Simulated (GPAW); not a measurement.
## InAs: energy against volume and a worked fit

```xyz
2
Lattice="0.0000 3.0180 3.0180 3.0180 0.0000 3.0180 3.0180 3.0180 0.0000" Properties=species:S:1:pos:R:3 pbc="T T T"
In    0.0000    0.0000    0.0000
As    1.5090    1.5090    1.5090
```

The cell was scaled at fixed shape and fractions and run with GPAW, PAW data sets generated for this functional, cutoff 600 eV; PBEsol, k mesh 6 × 6 × 6 on the cell of 2 atoms, fermi-dirac occupations of 0.05 eV, no spin polarisation, no spin-orbit coupling. Energies are those that the program minimises, any entropy of the smearing included. For a metal such a mesh isn't converged to the digits shown.

```csv
V (Å³/atom),energy over the lowest row (meV/atom)
25.8396,38.91
26.3894,21.71
26.9391,?
27.4889,2.76
28.0387,0.00
28.5885,1.13
29.1383,5.71
```

Task: Fit the third-order Birch-Murnaghan form, give V0, B0 and B′, and predict the energy left open.

Result: With y = (V0/V)^(2/3), E = E0 + (9 V0 B0/16) [(y - 1)³ B′ + (y - 1)² (6 - 4y)]. Least squares through the rows shown give V0 = 28.1472 Å³/atom, E0 = -0.07 meV, B0 = 56.55 GPa (1 eV/Å³ = 160.218 GPa) and B′ = 4.44, with a largest miss of 0.01 meV. At V = 26.9391 the form with these constants gives 9.84 meV; the run gave 9.81 meV an atom. Measured volume: 27.8 Å³/atom at 298.15 K (a printed reference work), so the fit lies +1.2 % from it. The runs are for a static lattice.
